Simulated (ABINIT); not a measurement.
# Quasiparticle gap of LiH (Fm-3m) in ABINIT

Aim: the G0W0 gap of LiH (Fm-3m) on PBE, step by step.

Method: PBE and many-body steps on it, plane waves, in ABINIT 10.8.3.

The database entry behind the starting cell differs from later determinations by our own check (the deuteride, about 0.2 % short), so it need not match the best structure at ambient conditions.

### Step 1. Set-up

The structure is cubic, space group Fm-3m (No. 225). The conventional cell has a = 4.074 Å, b = 4.074 Å, c = 4.074 Å, α = 90.00°, β = 90.00°, γ = 90.00°. Nearest to Li lie 6 H at 2.04 Å. Nearest to H lie 6 Li at 2.04 Å. Farther neighbours are not listed.

The cell and positions come from the Crystallography Open Database and are kept as given unless a step says otherwise.

### Step 2. Ground state

This step: ABINIT 10.8.3; DFT, PBE, plane waves, norm-conserving pseudopotentials.

The ground-state density comes first.

Contents of run.abi:

```
acell 3*1.0 Angstrom
rprim 
  0.000000000000 2.036750000000 2.036750000000
  2.036750000000 -0.000000000000 2.036750000000
  2.036750000000 2.036750000000 -0.000000000000
ntypat 2
znucl 3 1
natom 2
typat 1 2
xred 
  0.000000000000 0.000000000000 0.000000000000
  0.500000000000 0.500000000000 0.500000000000
pp_dirpath "pseudos"
pseudos "Li.upf, H.upf"
ecut 33
ngkpt 8 8 8
nshiftk 1
shiftk 0 0 0
kptopt 1
chksymbreak 0
nband 7
occopt 1
tolvrs 1e-10
nstep 60
prtwf 0
optforces 0
optstress 0
indata_prefix "in"
outdata_prefix "out"
tmpdata_prefix "tmp"
```

Command:

```sh
OMP_NUM_THREADS=1 mpirun -n 4 abinit run.abi > log
```

Numbers of over 12 decimals in the logs are rounded to 6 here.

What it wrote:

```text
.Version 10.8.3 of ABINIT. v10.8.2 released Aug 2026.

 Symmetries : space group Fm -3 m (#225); Bravais cF (face-center cubic)
================================================================================
 Values of the parameters that define the memory need of the present run
     intxc =       0    ionmov =       0      iscf =       7    lmnmax =       4
     lnmax =       4     mgfft =      30  mpssoang =       2    mqgrid =    3001
     natom =       2  nloc_mem =       1    nspden =       1   nspinor =       1
    nsppol =       1      nsym =      48    n1xccc =       0    ntypat =       2
    occopt =       1   xclevel =       2
-    mband =           7        mffmem =           1         mkmem =           8
       mpw =        1042          nfft =       27000          nkpt =          29
================================================================================
  Rough estimation (10% accuracy) of disk space for files :
================================================================================

--------------------------------------------------------------------------------
------------- Echo of variables that govern the present computation ------------
--------------------------------------------------------------------------------
 -outvars: echo values of preprocessed input variables --------
            acell      1.8897261259E+00  1.8897261259E+00  1.8897261259E+00 Bohr

      chksymbreak           0
             ecut      3.30000000E+01 Hartree
-          fftalg         312

              ixc     -101130
              kpt      0.00000000E+00  0.00000000E+00  0.00000000E+00
                       1.25000000E-01  0.00000000E+00  0.00000000E+00
                       2.50000000E-01  0.00000000E+00  0.00000000E+00
                       3.75000000E-01  0.00000000E+00  0.00000000E+00
                       5.00000000E-01  0.00000000E+00  0.00000000E+00
                       1.25000000E-01  1.25000000E-01  0.00000000E+00
                       2.50000000E-01  1.25000000E-01  0.00000000E+00
                       3.75000000E-01  1.25000000E-01  0.00000000E+00
                       5.00000000E-01  1.25000000E-01  0.00000000E+00
   [... 18 further rows ...]
                      -3.75000000E-01  5.00000000E-01  1.25000000E-01
                      -2.50000000E-01  5.00000000E-01  2.50000000E-01
         kptrlatt        8    0    0      0    8    0      0    0    8
          kptrlen      4.35453291E+01
P           mkmem           8
            natom           2
            nband           7
            ngfft          30      30      30
             nkpt          29
            nstep          60
             nsym          48
           ntypat           2
              occ      2.000000  2.000000  0.000000  0.000000  0.000000  0.000000
                       0.000000
        optforces           0
        optstress           0
            prtwf           0
            rprim      0.0000000000E+00  2.0367500000E+00  2.0367500000E+00
[...]
spgroup         225

           tolvrs      1.00000000E-10

             xred      0.0000000000E+00  0.0000000000E+00  0.0000000000E+00
[...]
znucl        3.00000    1.00000

================================================================================

 chkinp: Checking input parameters for consistency.

================================================================================
== DATASET  1 ==================================================================
-   mpi_nproc: 4, omp_nthreads: 1 (-1 if OMP is not activated)

--- !DatasetInfo
iteration_state: {dtset: 1, }
dimensions: {natom: 2, nkpt: 29, mband: 7, nsppol: 1, nspinor: 1, nspden: 1, mpw: 1042, }
cutoff_energies: {ecut:  33.0, pawecutdg:  -1.0, }
electrons: {nelect:   4.00000000E+00, charge:   0.00000000E+00, occopt:   1.00000000E+00, tsmear:   1.00000000E-02, }

 Real(R)+Recip(G) space primitive vectors, cartesian coordinates (Bohr,Bohr^-1):
 R(1)=  0.0000000  3.8488997  3.8488997  G(1)= -0.1299073  0.1299073  0.1299073
 R(2)=  3.8488997  0.0000000  3.8488997  G(2)=  0.1299073 -0.1299073  0.1299073
 R(3)=  3.8488997  3.8488997  0.0000000  G(3)=  0.1299073  0.1299073 -0.1299073
 Unit cell volume ucvol=  1.1403542E+02 bohr^3
 Angles (23,13,12)=  6.00000000E+01  6.00000000E+01  6.00000000E+01 degrees

 getcut: wavevector=  0.0000  0.0000  0.0000  ngfft=  30  30  30
         ecut(hartree)=     33.000   => boxcut(ratio)=   2.13368

--- Pseudopotential description ------------------------------------------------
- Li Generated using ONCVPSP code by D. R. Hamann
-  3.00000   3.00000  171031                  znucl, zion, pspdat
12 -101130 1 -1 1944                          pspcod,pspxc,lmax,lloc,mmax
     nproj     2     2
  pspatm : epsatm=    2.74360059
         --- l  ekb(1:nproj) -->
[...]
pspatm: atomic psp has been read  and splines computed

- H Generated using ONCVPSP code by D. R. Hamann
-  1.00000   1.00000  171031                  znucl, zion, pspdat
12 -101130 1 -1 1166                          pspcod,pspxc,lmax,lloc,mmax
     nproj     2     1
  pspatm : epsatm=    0.36186929
         --- l  ekb(1:nproj) -->
             0   -1.701123   -0.534484
             1   -0.503321
 pspatm: atomic psp has been read  and splines computed

   1.24218795E+01                                ecore*ucvol(ha*bohr**3)
--------------------------------------------------------------------------------

_setup2: Arith. and geom. avg. npw (full set) are    1032.553    1032.522

================================================================================

--- !BeginCycle
iteration_state: {dtset: 1, }
solver: {iscf: 7, nstep: 60, nline: 4, wfoptalg: 0, }
tolerances: {tolvrs: 1.00E-10, }

     iter   Etot(hartree)      deltaE(h)  residm     vres2
 ETOT  1  -7.811692    -7.812E+00 6.179E-02 2.587E+01
 ETOT  2  -7.817687    -5.995E-03 2.470E-04 4.040E-01
 ETOT  3  -7.817700    -1.248E-05 1.186E-04 6.596E-03
 ETOT  4  -7.817700    -1.199E-07 2.107E-04 1.152E-04
 ETOT  5  -7.817700    -3.355E-09 9.743E-05 1.581E-07
 ETOT  6  -7.817700    -7.541E-12 9.509E-05 2.306E-09
 ETOT  7  -7.817700    -1.421E-14 3.678E-05 2.465E-11

 At SCF step    7       vres2   =  2.47E-11 < tolvrs=  1.00E-10 =>converged.

--- !ResultsGS
iteration_state: {dtset: 1, }
comment   : Summary of ground state results
lattice_vectors:
- [  0.0000000,   3.8488997,   3.8488997, ]
- [  3.8488997,  -0.0000000,   3.8488997, ]
- [  3.8488997,   3.8488997,  -0.0000000, ]
lattice_lengths: [   5.44317,    5.44317,    5.44317, ]
lattice_angles: [ 60.000,  60.000,  60.000, ] # degrees, (23, 13, 12)
lattice_volume:   1.1403542E+02
convergence: {deltae: -1.421E-14, res2:  2.465E-11, residm:  3.678E-05, diffor:  0.000E+00, }
etotal    :  -7.81769999E+00
entropy   :   0.00000000E+00
fermie    :  -1.27892219E-02
cartesian_stress_tensor: null
pressure_GPa: null
xred      :
- [  0.0000E+00,   0.0000E+00,   0.0000E+00, Li]
- [  5.0000E-01,   5.0000E-01,   5.0000E-01,  H]
cartesian_forces: null
force_length_stats: {min: null, max: null, mean: null, }

 Integrated electronic density in atomic spheres:
 ------------------------------------------------
 Atom  Sphere_radius  Integrated_density
    1        2.00000          2.24993717
    2        2.00000          1.27207296
================================================================================

 ----iterations are completed or convergence reached----

 Mean square residual over all n,k,spin=   27.132E-08; max=  36.778E-06
 reduced coordinates (array xred) for    2 atoms
       0.000000000000      0.000000000000      0.000000000000
       0.500000000000      0.500000000000      0.500000000000
 rms dE/dt=  0.0000E+00; max dE/dt=  0.0000E+00; dE/dt below (all hartree)
    1       0.000000000000      0.000000000000      0.000000000000
    2       0.000000000000      0.000000000000      0.000000000000

 cartesian coordinates (angstrom) at end:
    1      0.000000     0.000000     0.000000
    2      2.036750     2.036750     2.036750
 length scales=  1.889726125908  1.889726125908  1.889726125908 bohr
              =  1.000000000000  1.000000000000  1.000000000000 angstroms
 prteigrs : about to open file out_EIG
 Fermi (or HOMO) energy (hartree) =  -0.01279   Average Vxc (hartree)=  -0.30380
 Eigenvalues (hartree) for nkpt=  29  k points:
 kpt#   1, nband=  7, wtk=  0.00195, kpt=  0.0000  0.0000  0.0000 (reduced coord)
  -1.64081   -0.20586    0.55593    0.62682    0.62682    0.62682    0.79790
 prteigrs : prtvol=0 or 1, do not print more k-points.

--- !EnergyTerms
iteration_state     : {dtset: 1, }
comment             : Components of total free energy in Hartree
kinetic             :  5.77687050537605E+00
hartree             :  1.64440145734382E+00
xc                  : -2.05284246565356E+00
Ewald energy        : -3.40272690322020E+00
psp_core            :  1.08930009251063E-01
local_psp           : -5.17068083719169E+00
non_local_psp       : -4.72165175675936E+00
total_energy        : -7.81769999085388E+00
total_energy_eV     : -2.12730454006327E+02
band_energy         : -3.46840377958160E+00

== END DATASET(S) ==============================================================
================================================================================

 -outvars: echo values of variables after computation  --------
           etotal     -7.8176999909E+00
            nband           7
             nkpt          29
          spgroup         225
 [... the other variables as echoed above ...]

 Calculation completed.
```

Elapsed: 2.8 s, on 4 MPI ranks of Arm Neoverse V1, shared host; peak memory 0.07 GiB.

Numbers from this step:

| Property | Result |
| --- | --- |
| total energy | -212.7305 eV |
| gap | 3.022 eV |
| k of the valence top | 0.5, 0.5, 0 |
| k of the conduction bottom | 0.5, 0.5, 0 |
| least direct gap | 3.022 eV |

The gap is direct, at (0.500, 0.500, 0.000).

### Step 3. Bands along the symmetry lines

The cheap functional maps the bands first; the places of the edges decide which points the dearer methods must see.

Contents of run.abi:

```
acell 3*1.0 Angstrom
rprim 
  0.000000000000 2.036750000000 2.036750000000
  2.036750000000 -0.000000000000 2.036750000000
  2.036750000000 2.036750000000 -0.000000000000
ntypat 2
znucl 3 1
natom 2
typat 1 2
xred 
  0.000000000000 0.000000000000 0.000000000000
  0.500000000000 0.500000000000 0.500000000000
pp_dirpath "pseudos"
pseudos "Li.upf, H.upf"
ecut 33
iscf -2
irdden 1
kptopt 0
nkpt 50
kpt 
  0.00000000 0.00000000 0.00000000
  0.06250000 0.00000000 0.06250000
  0.12500000 0.00000000 0.12500000
  0.18750000 0.00000000 0.18750000
  0.25000000 0.00000000 0.25000000
  0.31250000 0.00000000 0.31250000
  0.37500000 0.00000000 0.37500000
  0.43750000 0.00000000 0.43750000
  0.50000000 0.00000000 0.50000000
  0.51562500 0.03125000 0.51562500
  0.53125000 0.06250000 0.53125000
  0.54687500 0.09375000 0.54687500
  0.56250000 0.12500000 0.56250000
  0.57812500 0.15625000 0.57812500
  0.59375000 0.18750000 0.59375000
  0.60937500 0.21875000 0.60937500
  0.62500000 0.25000000 0.62500000
  0.37500000 0.37500000 0.75000000
  0.32812500 0.32812500 0.65625000
  0.28125000 0.28125000 0.56250000
  0.23437500 0.23437500 0.46875000
  0.18750000 0.18750000 0.37500000
  0.14062500 0.14062500 0.28125000
  0.09375000 0.09375000 0.18750000
  0.04687500 0.04687500 0.09375000
  0.00000000 0.00000000 0.00000000
  0.06250000 0.06250000 0.06250000
  0.12500000 0.12500000 0.12500000
  0.18750000 0.18750000 0.18750000
  0.25000000 0.25000000 0.25000000
  0.31250000 0.31250000 0.31250000
  0.37500000 0.37500000 0.37500000
  0.43750000 0.43750000 0.43750000
  0.50000000 0.50000000 0.50000000
  0.50000000 0.46875000 0.53125000
  0.50000000 0.43750000 0.56250000
  0.50000000 0.40625000 0.59375000
  0.50000000 0.37500000 0.62500000
  0.50000000 0.34375000 0.65625000
  0.50000000 0.31250000 0.68750000
  0.50000000 0.28125000 0.71875000
  0.50000000 0.25000000 0.75000000
  0.50000000 0.21875000 0.71875000
  0.50000000 0.18750000 0.68750000
  0.50000000 0.15625000 0.65625000
  0.50000000 0.12500000 0.62500000
  0.50000000 0.09375000 0.59375000
  0.50000000 0.06250000 0.56250000
  0.50000000 0.03125000 0.53125000
  0.50000000 0.00000000 0.50000000
istwfk *1
nband 9
nbdbuf 2
tolwfr 1e-08
nstep 40
prtwf 0
prtvol 0
indata_prefix "in"
outdata_prefix "out"
tmpdata_prefix "tmp"
```

What it wrote:

```text
.Version 10.8.3 of ABINIT. v10.8.2 released Aug 2026.

 Symmetries : space group Fm -3 m (#225); Bravais cF (face-center cubic)
[... echo of the input left out ...]
== DATASET  1 ==================================================================
-   mpi_nproc: 4, omp_nthreads: 1 (-1 if OMP is not activated)

--- !DatasetInfo
iteration_state: {dtset: 1, }
dimensions: {natom: 2, nkpt: 50, mband: 9, nsppol: 1, nspinor: 1, nspden: 1, mpw: 1056, }
cutoff_energies: {ecut:  33.0, pawecutdg:  -1.0, }
electrons: {nelect:   4.00000000E+00, charge:   0.00000000E+00, occopt:   1.00000000E+00, tsmear:   1.00000000E-02, }

 Real(R)+Recip(G) space primitive vectors, cartesian coordinates (Bohr,Bohr^-1):
 R(1)=  0.0000000  3.8488997  3.8488997  G(1)= -0.1299073  0.1299073  0.1299073
 R(2)=  3.8488997  0.0000000  3.8488997  G(2)=  0.1299073 -0.1299073  0.1299073
 R(3)=  3.8488997  3.8488997  0.0000000  G(3)=  0.1299073  0.1299073 -0.1299073
 Unit cell volume ucvol=  1.1403542E+02 bohr^3
 Angles (23,13,12)=  6.00000000E+01  6.00000000E+01  6.00000000E+01 degrees

 getcut: wavevector=  0.0000  0.0000  0.0000  ngfft=  30  30  30
         ecut(hartree)=     33.000   => boxcut(ratio)=   2.13368

--- Pseudopotential description ------------------------------------------------
- Li Generated using ONCVPSP code by D. R. Hamann
-  3.00000   3.00000  171031                  znucl, zion, pspdat
12 -101130 1 -1 1944                          pspcod,pspxc,lmax,lloc,mmax
     nproj     2     2
  pspatm : epsatm=    2.74360059
         --- l  ekb(1:nproj) -->
             0   -4.951544   -1.544797
             1   -2.250661   -0.474685
 pspatm: atomic psp has been read  and splines computed

- H Generated using ONCVPSP code by D. R. Hamann
-  1.00000   1.00000  171031                  znucl, zion, pspdat
12 -101130 1 -1 1166                          pspcod,pspxc,lmax,lloc,mmax
     nproj     2     1
  pspatm : epsatm=    0.36186929
         --- l  ekb(1:nproj) -->
             0   -1.701123   -0.534484
             1   -0.503321
 pspatm: atomic psp has been read  and splines computed

--------------------------------------------------------------------------------

================================================================================
 prteigrs : about to open file out_EIG
 Non-SCF case, kpt    1 (  0.00000  0.00000  0.00000), residuals and eigenvalues=
  1.04E-09  5.73E-09  1.06E-09  9.15E-09  1.08E-09  6.52E-09  3.73E-09  6.83E-07
  9.41E-08
 -1.6408E+00 -2.0586E-01  5.5593E-01  6.2682E-01  6.2682E-01  6.2682E-01
[...]
Non-SCF case, kpt    2 (  0.06250  0.00000  0.06250), residuals and eigenvalues=
  4.88E-09  5.09E-09  3.30E-09  6.01E-10  5.35E-10  9.11E-10  8.80E-09  1.05E-07
  1.20E-07
 -1.6407E+00 -2.0249E-01  5.3564E-01  5.9928E-01  5.9928E-01  6.4245E-01
[...]
Non-SCF case, kpt    3 (  0.12500  0.00000  0.12500), residuals and eigenvalues=
  3.91E-09  2.31E-09  2.95E-09  8.49E-10  2.84E-09  5.00E-09  1.54E-09  2.70E-06
  8.58E-09
 -1.6405E+00 -1.9235E-01  4.9312E-01  5.4826E-01  5.4826E-01  6.5630E-01
[...]
Non-SCF case, kpt   49 (  0.50000  0.03125  0.53125), residuals and eigenvalues=
[...]
-1.6390E+00 -1.3086E-02  9.9547E-02  3.6416E-01  3.7742E-01  5.0546E-01
[...]
Non-SCF case, kpt   50 (  0.50000  0.00000  0.50000), residuals and eigenvalues=
[...]
-1.6390E+00 -1.2789E-02  9.8269E-02  3.7629E-01  3.7629E-01  4.9077E-01
[...]
--- !ResultsGS
iteration_state: {dtset: 1, }
comment   : Summary of ground state results
lattice_vectors:
- [  0.0000000,   3.8488997,   3.8488997, ]
- [  3.8488997,  -0.0000000,   3.8488997, ]
- [  3.8488997,   3.8488997,  -0.0000000, ]
lattice_lengths: [   5.44317,    5.44317,    5.44317, ]
lattice_angles: [ 60.000,  60.000,  60.000, ] # degrees, (23, 13, 12)
lattice_volume:   1.1403542E+02
convergence: {deltae:  0.000E+00, res2:  0.000E+00, residm:  9.990E-09, diffor:  0.000E+00, }
etotal    :  -7.81769999E+00
entropy   :   0.00000000E+00
fermie    :  -1.27892219E-02
cartesian_stress_tensor: null
pressure_GPa: null
xred      :
- [  0.0000E+00,   0.0000E+00,   0.0000E+00, Li]
- [  5.0000E-01,   5.0000E-01,   5.0000E-01,  H]
cartesian_forces: null
force_length_stats: {min: null, max: null, mean: null, }

 Integrated electronic density in atomic spheres:
 ------------------------------------------------
 Atom  Sphere_radius  Integrated_density
[...]
================================================================================

 ----iterations are completed or convergence reached----

 Mean square residual over all n,k,spin=   29.651E-10; max=  99.900E-10
 reduced coordinates (array xred) for    2 atoms
       0.000000000000      0.000000000000      0.000000000000
       0.500000000000      0.500000000000      0.500000000000

 cartesian coordinates (angstrom) at end:
    1      0.000000     0.000000     0.000000
    2      2.036750     2.036750     2.036750
 length scales=  1.889726125908  1.889726125908  1.889726125908 bohr
              =  1.000000000000  1.000000000000  1.000000000000 angstroms
 prteigrs : about to open file out_EIG
 Eigenvalues (hartree) for nkpt=  50  k points:
 kpt#   1, nband=  9, wtk=  1.00000, kpt=  0.0000  0.0000  0.0000 (reduced coord)
[...]
kpt#   2, nband=  9, wtk=  1.00000, kpt=  0.0625  0.0000  0.0625 (reduced coord)
[...]
kpt#   3, nband=  9, wtk=  1.00000, kpt=  0.1250  0.0000  0.1250 (reduced coord)
[...]
kpt#  49, nband=  9, wtk=  1.00000, kpt=  0.5000  0.0313  0.5313 (reduced coord)
  -1.63896   -0.01309    0.09955    0.36416    0.37742    0.50546    0.59859    1.20315
   1.22809
 kpt#  50, nband=  9, wtk=  1.00000, kpt=  0.5000  0.0000  0.5000 (reduced coord)
  -1.63897   -0.01279    0.09827    0.37629    0.37629    0.49077    0.59808    1.22697
   1.22753

== END DATASET(S) ==============================================================
================================================================================

 -outvars: echo values of variables after computation  --------
            nband           9
             nkpt          50
          spgroup         225
 [... the other variables as echoed above ...]

 Calculation completed.
```

Wall time 2.6 s (4 MPI ranks); peak memory 0.07 GiB; 9.9 s of CPU time.

This step gave:

| Quantity | Value |
| --- | --- |
| gap | 3.022 eV |
| k of the valence top | 0.5, 0, 0.5 |
| k of the conduction bottom | 0.5, 0, 0.5 |
| least direct gap | 3.022 eV |

The gap is 3.022 eV, as in the run before at this level.

Electronic bands along the path, in eV, zero at the top of the highest filled band; v1 is the highest filled band, c1 the lowest empty one:

```tsv
point	v2	v1	c1	c2	c3	c4
Γ	-44.30	-5.25	15.48	17.40	17.40	17.40
halfway	-44.28	-3.75	10.13	12.73	12.73	15.96
X	-44.25	0.00	3.02	10.59	10.59	13.70
halfway	-44.25	-0.08	3.30	8.96	10.86	15.50
U	-44.25	-0.47	4.13	7.41	11.68	15.68
jump to K	-44.25	-0.47	4.13	7.41	11.68	15.68
halfway	-44.27	-3.67	9.75	9.89	15.65	16.99
Γ	-44.30	-5.25	15.48	17.40	17.40	17.40
halfway	-44.28	-4.21	9.46	14.60	16.21	16.21
L	-44.26	-2.49	4.80	13.25	16.07	16.07
halfway	-44.26	-1.61	5.00	8.66	12.93	15.97
W	-44.25	-0.20	5.24	5.24	11.40	17.12
halfway	-44.25	-0.10	3.58	7.93	10.99	16.83
X	-44.25	0.00	3.02	10.59	10.59	13.70
```

The electronic bands as a text plot (rows in eV, shown from -8.0 to 9.0 only):

```
    8.7 |              ++     ++                      +       +
    8.0 |       ++       +    ++             ++              +
    7.2 |                 ++++                         +
    6.5 |                   ++                 +        +   +
    5.8 |         +                                      + +
    5.1 |                  +                    +++++++++++
    4.4 |                 +                                ++
    3.7 |          ++   ++                                   +
    3.0 |            +++                                      +++
    2.3 |
    1.6 |
    0.9 |
    0.2 |            ****                                  ******
   -0.6 |          **    **                             ***
   -1.3 |                  *                          **
   -2.0 |         *         **                      **
   -2.7 |       **            **                ****
   -3.4 |                       *            ***
   -4.1 |    ***                 **         *
   -4.8 | ***                      ***   ***
   -5.5 |*                            ***
   -6.2 |
   -6.9 |
   -7.6 |
         Γ           X  U|K            Γ         L        W     X
```

(Continued in part 2 of 2.)

[Paths, hosts, dates, memory and timing lines, banners, echoed tables and standing remarks are left out of the program output.]

[Logs are printed without paths, hosts, clocks, repeated set-up lines and the standing remarks that a program may print on its own settings, such as how far it seeks lower states.]

[Runs of the session that timed out or met a known fault of the program may be left out.]

[Hosts, paths, dates, database ids (printed as entryN), source tags and the programs' standing remarks are cut or masked in the printed files.]

[G0W0 gaps are taken among the corrected bands and points alone; a level outside them can change the order at an edge.]

[Where Ansatz stands beside ABINIT at settings called matched, ABINIT's density can come from a denser mesh and the files from another edition; pairs whose starting gaps differed by over 0.03 eV were left out, so agreement reads better than it is.]
